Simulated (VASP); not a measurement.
# BAs (F-43m) in VASP: further runs

Runs on BAs. Level: PBE. Tasks: relaxation of cell and atoms.

Program: VASP 6.6.1. These are calculated values, not measurements. Logs are shortened: lines on timing, memory, paths and dates and some standing lists are left out, and cuts for length are marked.

## (1) The crystal as given

Symmetry: F-43m, No. 216, cubic system. Conventional cell: a = 4.777 Å, b = 4.777 Å, c = 4.777 Å, α = 90.00°, β = 90.00°, γ = 90.00°. Around B (site symmetry -43m) lie 4 As at 2.07 Å. Around As (site symmetry -43m) lie 4 B at 2.07 Å.

## (2) Relaxation of cell and atoms, PBE

The input, INCAR:

```
PREC = Accurate
ENCUT = 520
EDIFF = 1E-7
ISMEAR = 0
SIGMA = 0.02
LREAL = F
LASPH = T
NELM = 60
ALGO = Normal
ISIF = 3
LWAVE = F
LCHARG = F
GGA = PE
IBRION = 2
NSW = 80
EDIFFG = -0.002
KPAR = 4
```

The input, KPOINTS:

```
regular mesh
0
Gamma
  12 12 12
```

The input, POSCAR:

```
BAs
1.0
    0.0000000000      2.3885000000      2.3885000000
    2.3885000000      0.0000000000      2.3885000000
    2.3885000000      2.3885000000      0.0000000000
B As
1 1
Direct
    0.0000000000      0.0000000000      0.0000000000
    0.2500000000      0.2500000000      0.2500000000
```

Potentials or basis: VASP PAW PBE potentials, release 64 (B, As).

Started as:

```bash
cat potpaw_PBE.64/B/POTCAR potpaw_PBE.64/As/POTCAR > POTCAR
mpirun -np 4 vasp_std > vasp.out
```

OUTCAR:

```text
PREC = Accurate
   ENCUT = 520
   EDIFF = 1E-7
   ISMEAR = 0
   LREAL = F
   LASPH = T
   NELM = 60
   ISIF = 3
   GGA = PE
   IBRION = 2
   NSW = 80
   EDIFFG = -0.002

 ion  position               nearest neighbor table
   1  0.000  0.000  0.000-   2 2.07   2 2.07   2 2.07   2 2.07
   2  0.250  0.250  0.250-   1 2.07   1 2.07   1 2.07   1 2.07

  LATTYP: Found a face centered cubic cell.
 ALAT       =     4.7770000000

  Lattice vectors:

 A1 = (   0.0000000000,   2.3885000000,   2.3885000000)
 A2 = (   2.3885000000,   0.0000000000,   2.3885000000)
 A3 = (   2.3885000000,   2.3885000000,   0.0000000000)

Analysis of symmetry for initial positions (statically):
=====================================================================
 Subroutine PRICEL returns:
 Original cell was already a primitive cell.

 Routine SETGRP: Setting up the symmetry group for a
 face centered cubic supercell.

 Subroutine GETGRP returns: Found 24 space group operations
 (whereof 24 operations were pure point group operations)
 out of a pool of 48 trial point group operations.

The static configuration has the point symmetry T_d .

Analysis of symmetry for dynamics (positions and initial velocities):
=====================================================================
 Subroutine PRICEL returns:
 Original cell was already a primitive cell.

 Routine SETGRP: Setting up the symmetry group for a
 face centered cubic supercell.

 Subroutine GETGRP returns: Found 24 space group operations
 (whereof 24 operations were pure point group operations)
 out of a pool of 48 trial point group operations.

The dynamic configuration has the point symmetry T_d .

 Subroutine INISYM returns: Found 24 space group operations
 (whereof 24 operations are pure point group operations),
 and found     1 'primitive' translations

----------------------------------------------------------------------------------------

                                     Primitive cell

  volume of cell :      27.2525

  direct lattice vectors                    reciprocal lattice vectors
     0.000000000  2.388500000  2.388500000    -0.209336404  0.209336404  0.209336404
     2.388500000  0.000000000  2.388500000     0.209336404 -0.209336404  0.209336404
     2.388500000  2.388500000  0.000000000     0.209336404  0.209336404 -0.209336404

  length of vectors
     3.377849094  3.377849094  3.377849094     0.362581287  0.362581287  0.362581287

  position of ions in fractional coordinates (direct lattice)
     0.000000000  0.000000000  0.000000000
     0.250000000  0.250000000  0.250000000

  ion indices of the primitive-cell ions
   primitive index   ion index
                 1           1
                 2           2

----------------------------------------------------------------------------------------

 KPOINTS: regular mesh

Automatic generation of k-mesh.
 Grid dimensions read from file:
 generate k-points for:   12   12   12

 Generating k-lattice:

  Cartesian coordinates                     Fractional coordinates (reciprocal lattice)
    -0.017444700  0.017444700  0.017444700     0.083333333  0.000000000  0.000000000
     0.017444700 -0.017444700  0.017444700     0.000000000  0.083333333  0.000000000
     0.017444700  0.017444700 -0.017444700     0.000000000  0.000000000  0.083333333

  Length of vectors
     0.030215107  0.030215107  0.030215107

  Shift w.r.t. Gamma in fractional coordinates (k-lattice)
     0.000000000  0.000000000  0.000000000

 Subroutine IBZKPT returns following result:
 ===========================================

 Found     72 irreducible k-points:

 Following reciprocal coordinates:
            Coordinates               Weight
  0.000000  0.000000  0.000000      1.000000
  0.083333  0.000000  0.000000      8.000000
  0.166667  0.000000  0.000000      8.000000
  0.250000  0.000000  0.000000      8.000000
  0.333333  0.000000  0.000000      8.000000
  0.416667  0.000000  0.000000      8.000000
[... 16 lines left out ...]
  0.500000  0.166667  0.000000     24.000000
 -0.416667  0.166667  0.000000     24.000000
 [... further k-points ...]
   k-points           NKPTS =     72   k-points in BZ     NKDIM =     72   number of bands    NBANDS=      8
   number of dos      NEDOS =    301   number of ions     NIONS =      2
   total plane-waves  NPLWV =  21952
   dimension x,y,z NGX =    28 NGY =   28 NGZ =   28
   dimension x,y,z NGXF=    56 NGYF=   56 NGZF=   56
   ions per type =               1   1
   NGX,Y,Z   is equivalent  to a cutoff of  13.78, 13.78, 13.78 a.u.
   NGXF,Y,Z  is equivalent  to a cutoff of  27.56, 27.56, 27.56 a.u.
 SYSTEM =  unknown system
   PREC   = accura    normal or accurate (medium, high low for compatibility)
   ISTART =      0    job   : 0-new  1-cont  2-samecut
   ICHARG =      2    charge: 1-file 2-atom 10-const
   ISPIN  =      1    spin polarized calculation?
   LNONCOLLINEAR =      F non collinear calculations
   LSORBIT =      F    spin-orbit coupling
   LASPH  =      T    aspherical Exc in radial PAW
   ENCUT  =  520.0 eV  38.22 Ry    6.18 a.u.   6.28  6.28  6.28*2*pi/ulx,y,z
   NELM   =     60;   NELMIN=  2; NELMDL= -5     # of ELM steps
   EDIFF  = 0.1E-06   stopping-criterion for ELM
   LREAL  =      F    real-space projection
   EDIFFG = -.2E-02   stopping-criterion for IOM
   NSW    =     80    number of steps for IOM
   IBRION =      2    ionic relax: 0-MD 1-quasi-New 2-CG
   NFREE  =      1    steps in history (QN), initial steepest desc. (CG)
   ISIF   =      3    stress and relaxation
   ISYM   =      2    0-nonsym 1-usesym 2-fastsym
   POTIM  = 0.5000    time-step for ionic-motion
   TEBEG  =    0.0;   TEEND  =   0.0 temperature during run
   PSTRESS=    0.0 pullay stress
   NELECT =       8.0000    total number of electrons
   NUPDOWN=      -1.0000    fix difference up-down
   EMIN   =  10.00;   EMAX   =-10.00  energy-range for DOS
   EFERMI =   0.00;   METHOD = LEGACY
   ISMEAR =     0;   SIGMA  =   0.02  broadening in eV -4-tet -1-fermi 0-gaus
   EFERMI_NEDOS =   21; number of points for ismear=-14 and -15
   IALGO  =     38    algorithm
   IMIX   =      4    mixing-type and parameters
     AMIX     =   0.40;   BMIX     =  1.00
     AMIX_MAG =   1.60;   BMIX_MAG =  1.00
  volume/ion in A,a.u.               =      13.63        91.95
  Fermi-wavevector in a.u.,A,eV,Ry     =   1.088018  2.056057 16.106360  1.183784
  Thomas-Fermi vector in A             =   2.224191
   LORBIT       =      0    0 simple, 1 ext, 2 COOP (PROOUT), +10 PAW based schemes
   GGA     = PE    functional components
   LHFCALC =     F    Hartree Fock is set to
   AEXX    =    0.0000 exact exchange contribution
   IVDW    =     0    specifies the selected vdW correction
   LEPSILON=     F    determine dielectric tensor
   LRPA    =     F    only Hartree local field effects (RPA)
 conjugate gradient relaxation of ions
 non-spin polarized calculation
 Gauss-broadening in eV      SIGMA  =   0.02
  energy-cutoff  :      520.00
  volume of cell :       27.25
 maximum number of plane-waves:       754
 NGX is ok and might be reduce to    28
   NGX = 13   NGY = 13   NGZ = 13

--------------------------------------- Ionic step        1  -------------------------------------------

 number of electron       8.0000000 magnetization

 Free energy of the ion-electron system (eV)
  ---------------------------------------------------
  ext. energy  EPLUGINS =         0.00000000
  ---------------------------------------------------
  free energy    TOTEN  =       -11.40672997 eV

  energy without entropy =      -11.40672997  energy(sigma->0) =      -11.40672997

------------------------ aborting loop because EDIFF is reached ----------------------------------------

  FORCE on cell =-STRESS in cart. coord.  units (eV):
  Direction    XX          YY          ZZ          XY          YZ          ZX
  --------------------------------------------------------------------------------------
  -------------------------------------------------------------------------------------
  Total        0.5837193      0.5837193      0.5837193     -0.0000000     -0.0000000      0.0000000
  in kB       34.3169699     34.3169699     34.3169699     -0.0000000     -0.0000000      0.0000000
  external PRESSURE =      34.3169699 kB  Pullay stress =       0.0000000 kB
[... 57 lines left out ...]
  energy  without entropy=      -11.4104635079  energy(sigma->0) =      -11.41046351

--------------------------------------- Ionic step        3  -------------------------------------------

 number of electron       8.0000000 magnetization

 Free energy of the ion-electron system (eV)
  ---------------------------------------------------
  ext. energy  EPLUGINS =         0.00000000
  ---------------------------------------------------
  free energy    TOTEN  =       -11.41385089 eV

  energy without entropy =      -11.41385089  energy(sigma->0) =      -11.41385089

 E-fermi :   5.9587     XC(G=0): -10.4777

 val. band max:        5.8565727077   @ k =   0.0000   0.0000   0.0000
 cond. band min:       7.0656687240   @ k =   0.4167   0.4167   0.0000
 fundamental gap:      1.2090960163
 Fermi energy:         5.9586572950

 k-point     1 :       0.0000    0.0000    0.0000
  band No.  band energies     occupation
      1      -9.3218      2.00000
      2       5.8566      2.00000
      3       5.8566      2.00000
      4       5.8566      2.00000
      5       9.1025      0.00000
      6       9.1025      0.00000
      7       9.1025      0.00000
      8      10.2317      0.00000
[... 243 lines left out ...]
 k-point    24 :      -0.4167    0.1667    0.0000
  band No.  band energies     occupation
      1      -6.2489      2.00000
      2      -2.3796      2.00000
      3       1.9810      2.00000
      4       3.5717      2.00000
      5       9.0408      0.00000
      6      11.2942      0.00000
      7      11.8332      0.00000
      8      14.9377      0.00000

 [... further k-points ...]

------------------------ aborting loop because EDIFF is reached ----------------------------------------

  FORCE on cell =-STRESS in cart. coord.  units (eV):
  Direction    XX          YY          ZZ          XY          YZ          ZX
  --------------------------------------------------------------------------------------
  -------------------------------------------------------------------------------------
  Total        0.0013005      0.0013005      0.0013005     -0.0000000      0.0000000     -0.0000000
  in kB        0.0745934      0.0745934      0.0745934     -0.0000000      0.0000000     -0.0000000
  external PRESSURE =       0.0745934 kB  Pullay stress =       0.0000000 kB
[... 17 lines left out ...]
  FREE ENERGIE OF THE ION-ELECTRON SYSTEM (eV)
  ---------------------------------------------------
  free  energy   TOTEN  =       -11.4138508904 eV

  energy  without entropy=      -11.4138508904  energy(sigma->0) =      -11.41385089

 reached required accuracy - stopping structural energy minimisation
```

Run time: 7.8 s. Hardware: 4 MPI ranks of Intel Xeon 6975P-C (Granite Rapids), shared host; peak memory 0.16 GiB.

Results:

```
Free energy                            : -11.4139 eV
Relaxed volume                         : 13.97 Å³/atom
Relaxed cell                           : a = 3.406 Å, b = 3.406 Å, c = 3.406 Å, α = 60.00°, β = 60.00°, γ = 60.00°
Space group after relaxing (to 0.05 Å) : F-43m (No. 216)
Energy gained by relaxing              : 3.6 meV/atom
Ionic steps                            : 3
Pressure after relaxing                : 0.0 GPa
Band gap on the k mesh                 : 1.21 eV, indirect (least direct gap 3.25 eV)
```

The path:
```tsv
step	energy change (eV)	largest force (eV/Å)	pressure (GPa)	volume (Å³)
1	0.0000	0.0000	3.43	27.25
2	-0.0037	0.0000	-2.19	28.42
3	-0.0071	0.0000	0.01	27.93
```

Final structure:
```cif
data_structure
_symmetry_space_group_name_H-M 'P 1'
_symmetry_Int_Tables_number 1
_cell_length_a 3.4057
_cell_length_b 3.4057
_cell_length_c 3.4057
_cell_angle_alpha 60.000
_cell_angle_beta 60.000
_cell_angle_gamma 60.000
_cell_volume 27.93
loop_
_atom_site_label
_atom_site_type_symbol
_atom_site_fract_x
_atom_site_fract_y
_atom_site_fract_z
_atom_site_occupancy
B1 B 0.00000 0.00000 0.00000 1
As1 As 0.25000 0.25000 0.25000 1
```

A k mesh can miss the band edges. PBE usually gives volumes a little too large and moduli too small.

## (3) Relaxation of cell and atoms, PBE

This run uses another cell than the first one, of 13.97 Å³/atom, 1.025 times its volume.

INCAR is that of step 2.

KPOINTS is that of step 2.

The input, POSCAR:

```
BAs                                     
1.0
   -0.0000000000      2.4082271941      2.4082271941
    2.4082271941     -0.0000000000      2.4082271941
    2.4082271941      2.4082271941      0.0000000000
  B               As            
     1     1
Direct
     0.0000000000000000    0.0000000000000000    0.0000000000000000
     0.2500000000000000    0.2500000000000000    0.2500000000000000
```

Potentials or basis: VASP PAW PBE potentials, release 64 (B, As).

Started as:

```bash
cat potpaw_PBE.64/B/POTCAR potpaw_PBE.64/As/POTCAR > POTCAR
mpirun -np 4 vasp_std > vasp.out
```

Run time: 3.6 s. Hardware: 4 MPI ranks of Intel Xeon 6975P-C (Granite Rapids), shared host; peak memory 0.15 GiB.

Results (log left out):

- Free energy: -11.4140 eV
- Pressure after relaxing: 0.0 GPa
- Band gap on the k mesh: 1.21 eV, indirect (least direct gap 3.25 eV)

Final structure:
```cif
data_structure
_symmetry_space_group_name_H-M 'P 1'
_symmetry_Int_Tables_number 1
_cell_length_a 3.4057
_cell_length_b 3.4057
_cell_length_c 3.4057
_cell_angle_alpha 60.000
_cell_angle_beta 60.000
_cell_angle_gamma 60.000
_cell_volume 27.93
loop_
_atom_site_label
_atom_site_type_symbol
_atom_site_fract_x
_atom_site_fract_y
_atom_site_fract_z
_atom_site_occupancy
B1 B 0.00000 0.00000 0.00000 1
As1 As 0.25000 0.25000 0.25000 1
```

Levels at points of the mesh, in eV from the valence-band top:
```
           k point  band 2  band 3  band 4  band 5  band 6  band 7
(0.00, 0.00, 0.00)    0.00    0.00    0.00    3.25    3.25    3.25
(0.50, 0.00, 0.00)   -8.61   -1.78   -1.78    2.55    4.75    4.75
(0.50, 0.50, 0.00)   -8.39   -3.98   -3.98    1.46    1.46   11.13
```

Caveat: the relaxation stopped at its first step, so nothing moved. Expect the measured gap to be larger: semilocal functionals such as PBE lack the derivative discontinuity.
